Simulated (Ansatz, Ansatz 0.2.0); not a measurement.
# TiSb2 cell relaxation: cutoff and k-mesh tests in LDA, with PBEsol and r2SCAN for scale

## The question

The reference is the tetragonal cell of TiSb$_2$ from "The de Hass-van Alphen quantum oscillations in a three-dimensional Dirac semimetal TiSb2" (2020, arXiv:2001.07165). It was obtained by single-crystal X-ray diffraction at room temperature on a crystal grown from Sb self-flux, with $a = 6.649$ Å and $c = 5.7976$ Å. The diffraction structure from the Crystallography Open Database, from which our relaxations start, is slightly larger: $a = 6.660$ Å and $c = 5.818$ Å. The two cells thus differ by about 0.2 % in $a$ and 0.4 % in $c$. This does not show which of them is nearer the truth, but it gives a feeling for how far two diffraction cells of this compound can lie apart, here more in $c$ than in $a$.

| compared with | measured | source's wording or label | T (K) | method |
| --- | --- | --- | --- | --- |
| a (Å) | 6.649 | a | room temperature | single crystal X-ray diffraction |
| c (Å) | 5.7976 | c | room temperature | single crystal X-ray diffraction |

Conditions are those given with the value in the passage it was taken from; "not stated" means there, and the paper may say more elsewhere.

## How to go about it

We want the lightest cutoff and k mesh that still give a trustworthy relaxed cell of TiSb$_2$. The model is the six-atom primitive cell in $I4/mcm$, without spin polarisation, since no magnetic order is known for this compound.

The target against experiment is 1 % in $a$ and 1 % in $c$. That is a useful demand on a semilocal functional, whose usual error in a lattice constant is of this size, and it leaves room for the few tenths of a per cent by which a room-temperature cell typically exceeds the static one we compute. For the numerical settings we ask for more: a saving is accepted if it moves neither length by more than 0.1 %, a tenth of the target, so that the settings do not decide the comparison.

The tests are made with LDA, a simple and robust level for a nonmagnetic intermetallic. It usually gives cells that are too small by one or two per cent, so it may well miss the target; for the numerical question that bias matters little, because each setting is judged against other LDA runs. Mesh and cutoff are varied separately from a common baseline. Then the potentials and the functional are changed, to set the numerical error against the error of the theory.

Plain PBE is not among the levels examined in this study.

System: TiSb2 (titanium diantimonide), tetragonal CuAl2-type; I4/mcm (No. 140), 6 atoms in the primitive cell; the database structure is a diffraction structure: a = 6.660 Å, c = 5.818 Å; structure from the Crystallography Open Database.

## 1. Baseline with LDA

All later comparisons need a common reference point. We take the default cutoff of 420 eV and an 8×8×8 mesh, which should be reasonably dense for a metal with a cell of this size, and expect both lengths to come out short of the measured ones.

**Run 1.** Ansatz 0.2.0: LDA, cell and atoms relaxed from the database structure, PAW set soft_2, cutoff 420 eV (default), 8x8x8 k mesh, Gaussian smearing 0.1 eV.

Key lines of the input:
```
crystal:
  # lattice and atoms
kpoints:
  mp_grid: { grid: [8, 8, 8] }
hamiltonian:
  xc: lda
scf:
  occupations: { method: gaussian, width: 0.1 }
output:
  forces: true
  stress: true
relax:
  adjacent_minimum: "off"
  f_tol: 0.005
  max_steps: 60
  cell: { stress_tol: 0.03 }
```

Command:
```
ansatz run input.yaml --threads 8 --pin off --max-ram 16384MiB --backend cpu --events-out ev --progress --plain --runs-dir out
```

Selected lines of the output:
```
Basis set: ecut = 420 eV, 2369 PW (Γ) [...]
k-points: 59 of 512
relax step   5: F+E_penalty+E_count = -30246.78918485 eV  [...]  max|allowed force component| = 2.571e-3 eV/Å  [...]  P = +0.000 GPa  Ω = 122.742 …
relax step   6: F+E_penalty+E_count = -30246.78726938 eV  [...]  max|allowed force component| = 2.582e-3 eV/Å  [...]  P = -0.000 GPa  Ω = 122.742 …
--- Relaxed structure (5 steps of the walk, 4 accepted, 1 SCFs on fresh bases) ---
  cell:  # Å, volume = 122.7424 Å³
```

Converged; 26 s on 8 cores of Arm Neoverse V1, shared host.

| quantity | run 1 | measured | deviation |
| --- | --- | --- | --- |
| a (Å) | 6.579 | 6.649 | −0.070 (−1.1 %) |
| c (Å) | 5.6720 | 5.7976 | −0.1256 (−2.2 %) |
| conventional cell volume (Å³) | 245.48 |  |  |

LDA misses the target in both lengths, narrowly in $a$ (−1.1 %) and clearly in $c$ (−2.2 %). The sign is the one expected of LDA, but the contraction is uneven, with $c$ shortened about twice as much as $a$ in relative terms. A few tenths of a per cent of thermal expansion would not account for the error in $c$. Whether the mesh contributes to it has to be tested before the functional is blamed.

The relaxation itself is sound: the residual pressure is zero to the digits of the log, also after the basis was rebuilt for the final cell.

## 2. A coarser and a denser k mesh

The mesh is changed to 4×4×4 and to 10×10×10 with everything else as in the baseline. The denser one tells whether 8×8×8 is good enough to serve as reference, the coarser one whether a much cheaper mesh would do. In a metal we expect 4×4×4 to shift the cell visibly, perhaps by more than the 0.1 % we allow, and 10×10×10 to change little.

**Run 2.** Ansatz 0.2.0: LDA, cell and atoms relaxed from the database structure, PAW set soft_2, cutoff 420 eV (default), 4x4x4 k mesh, Gaussian smearing 0.1 eV.

Key lines of the input, as changed from run 1:
```diff
  kpoints:
-   mp_grid: { grid: [8, 8, 8] }
+   mp_grid: { grid: [4, 4, 4] }
```

Selected lines of the output:
```
Basis set: ecut = 420 eV, 2369 PW (Γ) [...]
k-points: 13 of 64
```

Converged; 6.5 s, same machine.

**Run 3.** Ansatz 0.2.0: LDA, cell and atoms relaxed from the database structure, PAW set soft_2, cutoff 420 eV (default), 10x10x10 k mesh, Gaussian smearing 0.1 eV.

Key lines of the input, as changed from run 1:
```diff
  kpoints:
-   mp_grid: { grid: [8, 8, 8] }
+   mp_grid: { grid: [10, 10, 10] }
```

Selected lines of the output:
```
Basis set: ecut = 420 eV, 2369 PW (Γ) [...]
k-points: 102 of 1000
```

Converged; 41 s on 8 cores of Intel Xeon at 2.70GHz, shared host.

| quantity | run 2 | run 3 | measured |
| --- | --- | --- | --- |
| a (Å) | 6.580 | 6.580 | 6.649 |
| c (Å) | 5.6766 | 5.6689 | 5.7976 |
| conventional cell volume (Å³) | 245.75 | 245.44 |  |

The mesh hardly touches $a$, which agrees within 0.001 Å across the three runs. It acts on $c$, which shortens from 5.6766 Å to 5.6720 Å and then 5.6689 Å as the mesh is refined. From 8×8×8 to 10×10×10 the change is about 0.05 %, inside our tolerance, so the baseline mesh can stay. The 4×4×4 mesh would pass if compared with 8×8×8 only, but it lies 0.14 % above the densest mesh in $c$ and so fails the 0.1 % rule. Since it took about a quarter of the baseline's time on the same machine, it remains useful for a first relaxation that is refined afterwards.

The denser mesh moves $c$ further from experiment, so sampling does not explain the short axis.

## 3. Cutoff below and above the default

The cutoff is now changed to 290 eV and to 590 eV at the 8×8×8 mesh. The higher value checks the default, the lower one looks for a saving. A relaxation in too small a basis usually suffers from Pulay stress, which tends to shrink the cell, so we expect 290 eV to be the risky setting and 590 eV to confirm the baseline.

**Run 4.** Ansatz 0.2.0: LDA, cell and atoms relaxed from the database structure, PAW set soft_2, cutoff 290 eV, 8x8x8 k mesh, Gaussian smearing 0.1 eV.

Key lines of the input, as changed from run 1:
```diff
+ basis:
+   ecutwfc: 290.0
```

Selected lines of the output:
```
relax step  22: F+E_penalty+E_count = -30245.71017934 eV  [...]  max|allowed force component| = 2.222e-6 eV/Å  [...]  P = -0.002 GPa  Ω = 122.238 …
--- Relaxed structure (14 steps of the walk, 13 accepted, 8 SCFs on fresh bases) ---
```

Converged; 55 s on 8 cores of Arm Neoverse V1, shared host. Warnings: cutoff_below_recommended (in short: A typed cutoff is below a recommended value, from the records, the datasets' recipe or DFPT's needs, possibly lowering the density cutoff; compare with a higher-cutoff run).

**Run 5.** Ansatz 0.2.0: LDA, cell and atoms relaxed from the database structure, PAW set soft_2, cutoff 590 eV, 8x8x8 k mesh, Gaussian smearing 0.1 eV.

Key lines of the input, as changed from run 1:
```diff
+ basis:
+   ecutwfc: 590.0
```

Selected lines of the output:
```
relax step   6: F+E_penalty+E_count = -30246.79500000 eV  [...]  max|allowed force component| = 2.583e-3 eV/Å  [...]  P = +0.001 GPa  Ω = 122.726 …
```

Converged; 48 s on 8 cores of Intel Xeon at 2.70GHz, shared host.

| quantity | run 4 | run 5 | measured |
| --- | --- | --- | --- |
| a (Å) | 6.577 | 6.579 | 6.649 |
| c (Å) | 5.6511 | 5.6716 | 5.7976 |
| conventional cell volume (Å³) | 244.48 | 245.45 |  |

Raising the cutoff to 590 eV changes $c$ by only 0.0004 Å and leaves $a$ at 6.579 Å, so the default of 420 eV is enough for this cell.

At 290 eV the length $a$ still looks harmless, but $c$ comes out at 5.6511 Å, about 0.4 % below the value at 590 eV and well outside our tolerance. The program warns that this cutoff is below the recommended value, and the comparison bears the warning out. Nor is anything saved: the smaller basis needed 22 relaxation steps instead of 6, with repeated rebuilding of the basis, and took longer than the baseline on the same type of processor. The vanishing final pressure gives no hint of the error, because it is the pressure within the poor basis.

## 4. LDA with other potentials

Neither mesh nor cutoff explains why $c$ is 2.2 % short. Before that is put down to LDA, the PAW set has to be tested, so the baseline is repeated with norm-conserving PseudoDojo potentials at their own default cutoff. We expect agreement within a few tenths of a per cent; a much longer $c$ would point to the PAW set instead.

**Run 6.** Ansatz 0.2.0: LDA, PseudoDojo norm-conserving pseudopotentials, cell and atoms relaxed from the database structure, cutoff 1143 eV (default), 8x8x8 k mesh, Gaussian smearing 0.1 eV.

Key lines of the input, as changed from run 1:
```diff
  hamiltonian:
+   pseudopotentials: { kind: nc, accuracy: standard }
```

Selected lines of the output:
```
Basis set: ecut = 1142.878222 eV, 10739 PW (Γ) [...]
  cell:  # Å, volume = 122.8761 Å³
```

Converged; 97 s, same machine.

| quantity | run 6 | measured | deviation |
| --- | --- | --- | --- |
| a (Å) | 6.581 | 6.649 | −0.068 (−1.0 %) |
| c (Å) | 5.6745 | 5.7976 | −0.1231 (−2.1 %) |
| conventional cell volume (Å³) | 245.75 |  |  |

The two sets of potentials agree to 0.002 Å in $a$ and 0.0025 Å in $c$, the latter being about 0.04 %. The short $c$ is therefore not peculiar to the PAW set. In $a$ LDA remains a very narrow miss with either set, too close to the 1 % limit to carry any weight; in $c$ the miss is clear with both.

With a denser mesh, a higher cutoff and other potentials each moving $c$ by less than 0.1 % from the baseline, the functional is the main suspect for most of the 2 % error.

## 5. PBEsol and r2SCAN for scale

Two other functionals are run on the 8×8×8 mesh with the same PAW set, each at its default cutoff. PBEsol is a gradient-corrected functional made for the lattice constants of solids and should cost little more than LDA; r2SCAN is a meta-GGA and a step up in theory. Both should lengthen the cell relative to LDA. The point of interest is whether $c$ recovers more than $a$, as it must if the uneven contraction is an LDA error.

**Run 7.** Ansatz 0.2.0: PBEsol, cell and atoms relaxed from the database structure, PAW set soft_2, cutoff 420 eV (default), 8x8x8 k mesh, Gaussian smearing 0.1 eV.

Key lines of the input, as changed from run 1:
```diff
  hamiltonian:
-   xc: lda
+   xc: pbesol
```

Selected lines of the output:
```
  cell:  # Å, volume = 125.7754 Å³
```

Converged; 22 s on 8 cores of Arm Neoverse V1, shared host.

**Run 8.** Ansatz 0.2.0: r2SCAN, cell and atoms relaxed from the database structure, PAW set soft_2, cutoff 500 eV (default), 8x8x8 k mesh, Gaussian smearing 0.1 eV.

Key lines of the input, as changed from run 1:
```diff
  hamiltonian:
-   xc: lda
+   xc: r2scan
```

Selected lines of the output:
```
  cell:  # Å, volume = 130.1065 Å³
```

Converged; 35 s on 8 cores of Arm Neoverse V2, shared host.

| quantity | run 7 | run 8 | measured |
| --- | --- | --- | --- |
| a (Å) | 6.635 | 6.694 | 6.649 |
| c (Å) | 5.7138 | 5.8062 | 5.7976 |
| conventional cell volume (Å³) | 251.55 | 260.21 |  |

Both functionals lengthen the cell, but only r2SCAN meets the target in both axes, with $a$ 0.7 % and $c$ 0.1 % above the measured values. PBEsol is very close in $a$ (−0.2 %) but misses in $c$ (−1.4 %).

The uneven contraction is not peculiar to LDA. Going from LDA to PBEsol stretches $a$ and $c$ by similar fractions, so the cell grows while its shape stays wrong. With r2SCAN $c$ recovers more than $a$, yet the ratio $c/a$ is still about 0.5 % below the measured one, against roughly 1 % for the other two. The good $c$ of r2SCAN thus comes partly from a cell that is slightly too large overall. The starting diffraction structure has an even larger $c/a$ than the reference, so it gives no support to the idea that the measured $c$ is too long. Why all three functionals make the cell too flat remains open.

For the settings, the scale is clear: the change of functional from LDA to r2SCAN moves $c$ by roughly 0.13 Å, while going from the 8×8×8 to the 10×10×10 mesh in LDA moved it by only about 0.003 Å. The mesh and cutoff tests so far hold for LDA and cannot simply be carried over to r2SCAN.

## 6. Mesh sensitivity of r2SCAN

The only pass in both axes rests on r2SCAN, whose dependence on the mesh has not been tested. We repeat its relaxation with 4×4×4 points and the same cutoff. A coarser mesh cannot prove 8×8×8 converged, but it shows whether this functional reacts to sampling much more strongly than LDA, where the same step changed $c$ by less than 0.1 %. We expect a similarly small shift, well below the 0.3 % that separates $a$ from the limit.

**Run 9.** Ansatz 0.2.0: r2SCAN, cell and atoms relaxed from the database structure, PAW set soft_2, cutoff 500 eV (default), 4x4x4 k mesh, Gaussian smearing 0.1 eV.

Key lines of the input, as changed from run 2:
```diff
  hamiltonian:
-   xc: lda
+   xc: r2scan
```

Selected lines of the output:
```
  cell:  # Å, volume = 130.2261 Å³
```

Converged; 8.6 s, same machine.

| quantity | run 9 | measured | deviation |
| --- | --- | --- | --- |
| a (Å) | 6.697 | 6.649 | +0.048 (+0.7 %) |
| c (Å) | 5.8077 | 5.7976 | +0.0101 (+0.2 %) |
| conventional cell volume (Å³) | 260.45 |  |  |

With r2SCAN the coarse mesh lengthens $a$ by 0.003 Å and $c$ by 0.0015 Å relative to 8×8×8, less than 0.05 % in each. Both lengths stay within 1 % of experiment, so the pass does not hinge on the choice between these two meshes. In $c$ the functional is less sensitive to this step than LDA, where the change was about 0.005 Å; in $a$ it is slightly more so, but the shift is still small.

The coarse mesh took about a quarter of the time on the same machine. For r2SCAN it meets the 0.1 % rule against 8×8×8, but no denser mesh was run with this functional. In LDA it was only the comparison with 10×10×10 that ruled 4×4×4 out, so we keep 8×8×8 for final cells and use the coarse mesh for preliminary ones.

## The runs side by side

| run | settings | a (Å) | deviation | c (Å) | deviation | cost |
| --- | --- | --- | --- | --- | --- | --- |
| 1 | LDA, PAW set soft_2, cutoff 420 eV (default), 8x8x8 k mesh | 6.579 | −0.070 (−1.1 %) | 5.6720 | −0.1256 (−2.2 %) | 3.4 core-min |
| 2 | LDA, 4x4x4 mesh | 6.580 | −0.069 (−1.0 %) | 5.6766 | −0.1210 (−2.1 %) | under 1 core-min |
| 3 | LDA, 10x10x10 mesh | 6.580 | −0.069 (−1.0 %) | 5.6689 | −0.1287 (−2.2 %) | 5.5 core-min |
| 4 | LDA, cutoff 290 eV | 6.577 | −0.072 (−1.1 %) | 5.6511 | −0.1465 (−2.5 %) | 7.3 core-min |
| 5 | LDA, cutoff 590 eV | 6.579 | −0.070 (−1.1 %) | 5.6716 | −0.1260 (−2.2 %) | 6.3 core-min |
| 6 | LDA, PseudoDojo, cutoff 1143 eV | 6.581 | −0.068 (−1.0 %) | 5.6745 | −0.1231 (−2.1 %) | 13 core-min |
| 7 | PBEsol, PAW set soft_2, cutoff 420 eV (default), 8x8x8 k mesh | 6.635 | −0.014 (−0.2 %) | 5.7138 | −0.0838 (−1.4 %) | 3 core-min |
| 8 | r2SCAN, cutoff 500 eV | 6.694 | +0.045 (+0.7 %) | 5.8062 | +0.0086 (+0.1 %) | 4.6 core-min |
| 9 | r2SCAN, cutoff 500 eV, 4x4x4 mesh | 6.697 | +0.048 (+0.7 %) | 5.8077 | +0.0101 (+0.2 %) | 69 core-s |
|  | measured | 6.649 |  | 5.7976 |  |  |

## What the runs support

LDA, the level chosen for the tests, misses the 1 % target: narrowly in $a$ (−1.1 %) and clearly in $c$ (−2.2 %). Of the two functionals added for scale, r2SCAN meets it in both lengths (+0.7 % and +0.1 %) at 4.6 core-minutes, while PBEsol fails in $c$.

For LDA we recommend the default cutoff of 420 eV and an 8×8×8 mesh. A denser mesh or a higher cutoff changes neither length by more than about 0.05 %. The 4×4×4 mesh is good for preliminary relaxations. Lowering the cutoff to 290 eV, below the recommended value, shortened $c$ by about 0.4 % and saved no time. For r2SCAN we keep 8×8×8 and the default 500 eV; only a coarser mesh was tested there, and neither its cutoff nor its potentials were varied.

The PseudoDojo check gave nearly the same LDA cell, and r2SCAN brought $c$ close to the measured value, so we put the short $c$ of LDA down mainly to the functional. Removing thermal expansion from the room-temperature reference, typically a few tenths of a per cent, would reduce the LDA error without curing $c$. It would also increase the r2SCAN excess and bring $a$ close to the limit.

The r2SCAN pass is not a full success for the shape of the cell. Its $c/a$ is still about 0.5 % too small, and $c$ agrees so well partly because the whole cell is slightly too large. All three functionals make the cell too flat, for a reason these runs do not settle.

[Logs are printed without paths, hosts, clocks, repeated set-up lines and the standing remarks that a program may print on its own settings, such as how far it seeks lower states.]

[The runs shown are a pick from a larger set of finished runs; failed, doubtful and other runs were left out of it ahead of writing. So were measured values far from every level or from commonly accepted values, and agreement can look better than it is. Lines of input and output are excerpts and may be shortened.]

[Plain PBE was run on this system too; it isn't shown.]
